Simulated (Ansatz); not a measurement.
In: energy along a strain

In, I4/mmm, a = 3.252 Å, c = 4.948 Å (as given, not relaxed at this level: 2.0 GPa). Ansatz: PBE, PAW, 420 eV, Γ-centred 20×20×20 mesh on 1 atom, Gaussian smearing 0.15 eV; no spin polarisation. Cell vectors (Å): -1.626 1.626 2.474; 1.626 -1.626 2.474; 1.626 1.626 -2.474. The cell is strained by x per cent times the pattern (1 0 0 0 0 0) in the order xx yy zz yz xz xy (engineering shears), with fractional coordinates held. y is the free energy over the start, V0 = 26.168 Å³/atom.

```
x (%) y (meV/atom)
-2.00          8.81
-1.50          6.25
-1.00          3.94
-0.50          1.86
 0.00          0.00
 0.50         -1.64
 1.00         -3.05
 1.50         -4.23
 1.75         -4.74
 2.00             ?
```

Task: Fit y = c1 x + c2 x² + c3 x³ to the other rows, get the stiffness along the pattern, and predict the missing energy.

Result: Least squares on the rows shown. y = −3.490 x + 0.4506 x² − 0.002762 x³. The clamped-ion stiffness p·C·p = 2 × 4.506 eV × 160.2 / 26.168 Å³ = 55 GPa, which is C11 in these axes (second derivative at the start, which stands under stress). At x = 2.00 the fit asked for gives -5.20 meV/atom. The run gave -5.19 meV/atom, so the fit is 0.01 meV/atom too low, within twice the rms miss on the fitted rows (0.005 meV/atom).